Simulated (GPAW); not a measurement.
A run of GPAW 26.7.0 is set up as follows.

run.py

```python
from ase.dft.bandgap import bandgap
from ase.io import read, write
from ase.units import Bohr, GPa
from gpaw import GPAW, PW
from gpaw.elf import elf_from_dft_calculation

atoms = read('ZrO2.xyz')

calc = GPAW(mode=PW(800),
            xc='LDA',
            kpts={'size': (7, 7, 5), 'gamma': True},
            occupations={'name': 'fermi-dirac', 'width': 0.05},
            nbands=43,
            convergence={'density': 1e-05, 'energy': 1e-05},
            maxiter=150,
            txt='gpaw.txt')
atoms.calc = calc
energy = atoms.get_potential_energy()
forces = atoms.get_forces()
stress = atoms.get_stress()
calc.write('gs.gpw')
write('result.traj', atoms)
print(f'Energy: {energy:.6f} eV')
print('Forces (eV/A):')
print(forces.round(4))
print('Stress (GPa):', (stress / GPa).round(3))
print('Fermi level:', round(calc.get_fermi_level(), 4), 'eV')
print(f'Gap: {bandgap(calc)[0]:.4f} eV, direct: {bandgap(calc, direct=True)[0]:.4f} eV')

# fields on the real-space grid
write('density.cube', atoms, data=calc.get_pseudo_density() * Bohr**3)
write('potential.cube', atoms, data=calc.get_electrostatic_potential())
write('elf.cube', atoms, data=elf_from_dft_calculation(calc).data)
```

The input ZrO2.xyz:

```xyz
6
Lattice="3.5961000000 0.0000000000 0.0000000000 0.0000000000 3.5961000000 0.0000000000 0.0000000000 0.0000000000 5.1770000000" Properties=species:S:1:pos:R:3 pbc="T T T"
Zr     1.7980500000      1.7980500000      2.5885000000
Zr     0.0000000000      0.0000000000      0.0000000000
O      1.7980500000      0.0000000000      4.1260690000
O      1.7980500000      0.0000000000      1.5375690000
O      0.0000000000      1.7980500000      3.6394310000
O      0.0000000000      1.7980500000      1.0509310000
```

Potentials or basis: the program's PAW data sets (release 1.2.1) made for this functional, pw.

Launch:

```bash
$ OMP_NUM_THREADS=1 python run.py
```

**Question.** Predict the pressure.

**Answer.** -10.5 GPa.

**Question.** Estimate the largest force.

**Answer.** 0.184 eV/Å.

Forces on the atoms (eV/Å):
```
Zr   0.000  0.000  0.000
Zr   0.000  0.000  0.000
O    0.000  0.000  0.184
O    0.000  0.000  0.184
O    0.000  0.000 -0.184
O    0.000  0.000 -0.184
```

Caveat: an odd mesh through Γ misses points on the zone boundary, where band edges often lie.
